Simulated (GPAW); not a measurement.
# TiO2 (2H monolayer): G0W0 on several meshes in GPAW

How does the mesh move the gap of TiO2 (2H monolayer)?

Program: GPAW 26.7.0. Level of theory: PBE and many-body steps on it, plane waves. Results are calculated unless marked as measured.

This is a report of a sequence of runs, with most program output left out.

### 1. The structure

The cell holds 3 atoms: 1 Ti and 2 O. Cell: a = 2.879 Å, b = 2.879 Å, c = 13.800 Å, α = 90.0°, β = 90.0°, γ = 120.0°. Vacuum lies along c.

Structure file:

```cif
data_structure
_symmetry_space_group_name_H-M 'P 1'
_symmetry_Int_Tables_number 1
_cell_length_a 2.8793
_cell_length_b 2.8793
_cell_length_c 13.8000
_cell_angle_alpha 90.000
_cell_angle_beta 90.000
_cell_angle_gamma 120.000
_cell_volume 99.08
loop_
_atom_site_label
_atom_site_type_symbol
_atom_site_fract_x
_atom_site_fract_y
_atom_site_fract_z
_atom_site_occupancy
Ti1 Ti 0.33333 0.66667 0.50000 1
O2 O 0.66667 0.33333 0.58182 1
O3 O 0.66667 0.33333 0.41818 1
```

The structure was relaxed with PBE. The runs that relaxed it are not among those shown.

### 2. Empty states on the mesh, 12×12×1 mesh, 170 bands

This step: GPAW 26.7.0; DFT, PBE, plane waves, PAW.

The sums over transitions need many empty states on a uniform mesh; this step solves for them.

The input, run.py:

```python
import json
import numpy as np
from gpaw.mpi import world
from gpaw import GPAW

calc = GPAW('gs.gpw').fixed_density(kpts={'size': (12, 12, 1), 'gamma': True},
    nbands=198,
    convergence={'bands': 170},
    txt='nscf.txt')
calc.write('full.gpw', mode='all')
res = {}
kpts = calc.get_ibz_k_points()
res['kpts'] = kpts
res['eigenvalues'] = [calc.get_eigenvalues(kpt=k) for k in range(len(kpts))]
res['n_electrons'] = calc.get_number_of_electrons()

if world.rank == 0:
    with open('result.json', 'w') as f:
        json.dump(res, f, default=lambda x: x.tolist())
```

The run is started by

```
$ mpirun -n 4 gpaw python run.py
```

It took 94 s on 4 MPI ranks of Arm Neoverse V2, shared host; peak memory 1.1 GiB; 6.2 min of CPU time.

Numbers from this step:

* gap: 1.237 eV
* k of the valence top: 0.25, -0.0833, 0
* k of the conduction bottom: 0.5, 0.25, 0
* least direct gap: 1.416 eV
* k points computed: 19
* lowest point of the top converged band, above the valence top: 78.0292 eV

On this mesh the gap is 1.237 eV.

### 3. 12×12×1

Now the one-shot GW correction: screening in the RPA, then the self-energy of the levels asked for.

This step: G0W0 on PBE, plane waves, PAW.

The input, run.py:

```python
import json
import numpy as np
from gpaw.mpi import world
from gpaw.response.g0w0 import G0W0

gw = G0W0('full.gpw',
    filename='gw',
    kpts=[0, 4, 10, 15],
    bands=(10, 14),
    ecut=48,
    nbands=74,
    truncation='2D',
    integrate_gamma='sphere',
    q0_correction=True,
    frequencies={'type': 'nonlinear', 'domega0': 0.15, 'omega2': 15.0},
    eta=0.1,
    nblocksmax=True)
gw.calculate()
res = {mode: {k: v for k, v in r.items() if k != 'sigma_eskwn'}
       for mode, r in gw.all_results.items()}

if world.rank == 0:
    with open('result.json', 'w') as f:
        json.dump(res, f, default=lambda x: x.tolist())
```

The run is started by

```
$ mpirun -n 4 gpaw python run.py
```

The job ended after 3.4 min (4 MPI ranks; peak memory 2.4 GiB; 13 min of CPU time).

Numbers from this step:

```
G0W0 gap on the mesh                         : 3.862 eV
least direct G0W0 gap on the computed points : 3.940 eV
Z at the valence top                         : 0.7145
Z at the conduction bottom                   : 0.7486
starting gap on the mesh                     : 1.237 eV
k of the valence top                         : 0.25, -0.0833, 0
k of the conduction bottom                   : 0.5, 0.25, 0
```

The gap on the mesh goes from 1.24 eV to 3.86 eV, a correction of +2.62 eV.

### 4. Empty states on the mesh, 9×9×1 mesh, 84 bands

This step: DFT, PBE, plane waves, PAW.

The input, run.py:

```python
import json
import numpy as np
from gpaw.mpi import world
from gpaw import GPAW

calc = GPAW('gs.gpw').fixed_density(kpts={'size': (9, 9, 1), 'gamma': True},
    nbands=98,
    convergence={'bands': 84},
    txt='nscf.txt')
calc.write('full.gpw', mode='all')
res = {}
kpts = calc.get_ibz_k_points()
res['kpts'] = kpts
res['eigenvalues'] = [calc.get_eigenvalues(kpt=k) for k in range(len(kpts))]
res['n_electrons'] = calc.get_number_of_electrons()

if world.rank == 0:
    with open('result.json', 'w') as f:
        json.dump(res, f, default=lambda x: x.tolist())
```

The run is started by

```
$ mpirun -n 4 gpaw python run.py
```

Wall time 21 s (4 MPI ranks); peak memory 0.89 GiB; 84 s of CPU time.

This step gave:

```yaml
gap: 1.257 eV
k_of_the_valence_top: 0.2222, -0.1111, 0
k_of_the_conduction_bottom: 0.4444, -0.2222, 0
least_direct_gap: 1.377 eV
k_points_computed: 12
lowest_point_of_the_top_converged_band_above_the_valence_top: 45.80 eV
```

On this mesh the gap is 1.257 eV.

### 5. 9×9×1

This step: G0W0 on PBE, plane waves, PAW.

The input, run.py:

```python
import json
import numpy as np
from gpaw.mpi import world
from gpaw.response.g0w0 import G0W0

gw = G0W0('full.gpw',
    filename='gw',
    kpts=[0, 2, 7],
    bands=(10, 14),
    ecut=48,
    nbands=74,
    truncation='2D',
    integrate_gamma='sphere',
    q0_correction=True,
    frequencies={'type': 'nonlinear', 'domega0': 0.15, 'omega2': 15.0},
    eta=0.1,
    nblocksmax=True)
gw.calculate()
res = {mode: {k: v for k, v in r.items() if k != 'sigma_eskwn'}
       for mode, r in gw.all_results.items()}

if world.rank == 0:
    with open('result.json', 'w') as f:
        json.dump(res, f, default=lambda x: x.tolist())
```

The run is started by

```
$ mpirun -n 4 gpaw python run.py
```

Run time: 77 s. Hardware: 4 MPI ranks; peak memory 1.8 GiB; 5.1 min of CPU time.

This step gave:

| Quantity | Value |
| --- | --- |
| G0W0 gap on the points computed | 3.936 eV |
| least direct G0W0 gap on the computed points | 3.985 eV |
| Z at the valence top | 0.7196 |
| Z at the conduction bottom | 0.7493 |
| starting gap on the mesh | 1.257 eV |
| k of the valence top | 0.2222, -0.1111, 0 |
| k of the conduction bottom | 0.4444, -0.2222, 0 |

Against G0W0 in GPAW (12×12×1 mesh, 74 bands, screening to 48 eV, full frequency, Hilbert transform), the gap moves by +0.073 eV.

### 6. The runs together

Times are wall times on 4 MPI ranks of Arm Neoverse V2, shared host, good to a factor of about two.

```tsv
run	mesh	bands	screening cutoff (eV)	DFT gap (eV)	gap on the mesh (eV)	direct (eV)	time
12×12×1	12×12×1	74	48	1.237	3.862	3.940	3.4 min
9×9×1	9×9×1	74	48	1.257	3.936	3.985	77 s
```

### 7. Results

- 12×12×1: 3.862 eV
- 9×9×1: 3.936 eV
- known limits: not at the basis limit

What this shows: 9×9×1: +0.073 eV against 12×12×1, +0.020 eV of it in the start. Bands and cutoff are finite, so the gap is not at the basis limit. The miss can reach some tenths of an eV and take either sign; the mesh is an error of its own. These stock PAW sets were not made for GW.

[Paths, hosts, dates, memory and timing lines, banners, echoed tables and standing remarks are left out of the program output.]

[Logs are printed without paths, hosts, clocks, repeated set-up lines and the standing remarks that a program may print on its own settings, such as how far it seeks lower states.]

[Runs of the session that timed out or met a known fault of the program may be left out.]

[Hosts, paths, dates, database ids (printed as entryN), source tags and the programs' standing remarks are cut or masked in the printed files.]
